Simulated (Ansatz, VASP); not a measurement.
**One calculation of TlCl, two programs**

```
Tl Cl
1.0
     3.91768    0.00000    0.00000
     0.00000    3.91768    0.00000
     0.00000    0.00000    3.91768
Tl Cl
1 1
Direct
  0.00000 0.00000 0.00000
  0.50000 0.50000 0.50000
```

Alike in both runs: functional PBE; dispersion D3(BJ); k mesh 8 × 8 × 8; occupations gaussian, width 0.02 eV; no spin polarisation.

Ansatz relaxed the structure, and its values are those at the end. VASP's run is a single point on that final structure, the one shown.

|  | VASP | Ansatz |
| --- | --- | --- |
| version | VASP 6.6.1 | Ansatz 0.2.0 |
| potentials or method | VASP PAW PBE potentials, release 64 (Tl_d, Cl) | scalar-relativistic, plane waves, PAW |
| plane-wave cutoff (eV) | 520 | 420 |
| valence electrons in the cell | 20 | 20 |

```tsv
	VASP	Ansatz	Ansatz less VASP
gap on the k mesh at the Fermi level (eV)	2.24	2.23	-0.007
least direct gap on the mesh (eV)	2.24	2.23	-0.007
pressure (GPa)	-0.1	0.0	+0.05
```

Ansatz warned: «dispersion_switch_in_reach».

Caveats: spin-orbit coupling is left out, which as a rule narrows the gap of such compounds by several tenths of an eV. A k mesh can miss the band edges.
